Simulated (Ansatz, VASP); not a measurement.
MoH5 in VASP and in Ansatz

INCAR

```
  PREC = Accurate
  ENCUT = 600
  EDIFF = 1E-6
  ISMEAR = 0
  SIGMA = 0.1
  LREAL = False
  LASPH = True
  NELM = 100
  ALGO = Normal
  ISIF = 3
  LWAVE = False
  LCHARG = False
  GGA = PE
  IBRION = 2
  NSW = 90
  EDIFFG = -0.04
```

KPOINTS

```
regular mesh
0
Gamma
  6 6 4
```

File POSCAR:

```
MoH5
1.0
    2.7472120937      0.0000000000      0.0000000000
    0.0000000000      2.7472120937      0.0000000000
    0.0000000000      0.0000000000      4.6278092713
H Mo
5 1
Direct
    0.5000000000      0.5000000000      0.4074549919
    0.5000000000      0.5000000000      0.5925450081
    0.0000000000      0.0000000000      0.2903214471
    0.0000000000      0.0000000000      0.7096785529
    0.0000000000      0.0000000000      0.5000000000
    0.5000000000      0.5000000000      0.0000000000
```

Input for Ansatz:

```yaml
crystal:
  lattice:
    - [2.7472120937, 0.0, 0.0]
    - [0.0, 2.7472120937, 0.0]
    - [0.0, 0.0, 4.6278092713]
  atoms:
    - { symbol: H, position: [0.5, 0.5, 0.4074549919] }
    - { symbol: H, position: [0.5, 0.5, 0.5925450081] }
    - { symbol: H, position: [0.0, 0.0, 0.2903214471] }
    - { symbol: H, position: [0.0, 0.0, 0.7096785529] }
    - { symbol: H, position: [0.0, 0.0, 0.5] }
    - { symbol: Mo, position: [0.5, 0.5, 0.0] }
basis:
  ecutwfc: 420
kpoints:
  mp_grid: { grid: [6, 6, 4] }
hamiltonian:
  xc: pbe
scf:
  occupations: { method: gaussian, width: 0.1 }
  lower_state_search: "off"
output:
  forces: true
  stress: true
  eigenvalues: true
relax:
  adjacent_minimum: "off"
  f_tol: 0.04
  max_steps: 70
  cell: { stress_tol: 0.4 }
```

Change from the starting cell: species swapped into the Hf5Pb type (P4/mmm, No. 123).

Alike in both runs: task relaxation of cell and atoms; functional PBE; k mesh 6 × 6 × 4; occupations gaussian, width 0.1 eV; no spin polarisation.

```csv
,VASP,Ansatz
version,VASP 6.6.1,Ansatz 0.2.0
potentials or method,"VASP PAW PBE potentials, release 64 (H, Mo_sv)","scalar-relativistic, plane waves, PAW"
plane-wave cutoff (eV),600,420
valence electrons in the cell,19,19
```

|  | VASP | Ansatz | Ansatz less VASP |
| --- | --- | --- | --- |
| gap on the k mesh at the Fermi level, each at its own relaxed structure (eV) | none | none | - |
| relaxed volume (Å³/atom) | 5.84 | 5.87 | +0.028 |
| relaxed cell length with the largest relative difference (Å) | 4.817 | 4.826 | +0.0090 |
| energy change over the relaxation (meV/atom) | -12 | -12 | -0.1 |

A gap of «none» marks a metal or a gap that the smearing closes.

Caveats: the k mesh is coarse (spacing up to 0.38 Å⁻¹), so the values aren't converged.
